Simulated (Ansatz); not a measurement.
# TiO2: a prediction, then the measurements

Theory: DFT PBE, scalar-relativistic, plane waves, PAW (Ansatz 0.2.0).

Cutoff 420 eV; k points 6×6×10 on the computed 6-atom cell (Γ-centred); Gaussian smearing, width 0.02 eV; no spin polarisation.

Relaxed structure:

```
Ti O
1.0
     4.64303    0.00000    0.00000
     0.00000    4.64303    0.00000
     0.00000    0.00000    2.96407
Ti O
2 4
Direct
  0.00000 0.00000 0.00000
  0.50000 0.50000 0.50000
  0.30510 0.30510 0.00000
  0.19490 0.80510 0.50000
  0.69490 0.69490 0.00000
  0.80510 0.19490 0.50000
```

* Space group: P4_2/mnm (No. 136)
* Volume per atom: 10.65 Å³
* Formation energy from the elements' standard states (uncorrected): -3.016 eV/atom
* Kohn–Sham band gap: 1.86 eV, direct at Γ
* Orbital (Löwdin) character of the top 1 eV of the valence band: O 2p 94 %
* Orbital (Löwdin) character of the lowest 1 eV of the conduction band: Ti 3d 88 %, O 2p 10 %
* Electron masses at the edge by direction of the standard setting (m_e; one valley, along these axes only; no spin-orbit coupling): x: 1.2; y: 1.2; z: 0.58
* Hole masses at the edge by direction of the standard setting (m_e; one valley, along these axes only; no spin-orbit coupling): x: 3.1; y: 3.1; z: 5.5
* Bader charge by site (e): Ti (2 in the cell) 2.28, O (4 in the cell) -1.14

A magnetic start lost its moments in a first run, so spin was left out; other magnetic orders weren't tried.

**Against measurements.**

A measured lattice constant a of TiO2 is 4.593 Å (a printed reference work (monograph)); the calculated 4.643 Å exceeds it by 1.1 %. Measured lattice constant c of TiO2: 2.9581 Å (a printed reference work (textbook)). This calculation gives 2.964 Å (+0.2 %). The calculation is for 0 K without zero-point motion. Against the measured band gap of TiO2, 3.03 eV (300 K; a printed reference work (textbook)), the calculated 1.86 eV is off by -1.17 eV. Kohn–Sham gaps of semilocal functionals fall short of measured ones as a rule.

Another cell of TiO2 relaxed alike, in I4_1/amd, lies 32 meV/atom lower, so this cell isn't the stable form at this level.

It was relaxed from a cell as deposited in COD. Löwdin shares on free-atom orbitals overweight diffuse shells in the empty bands.
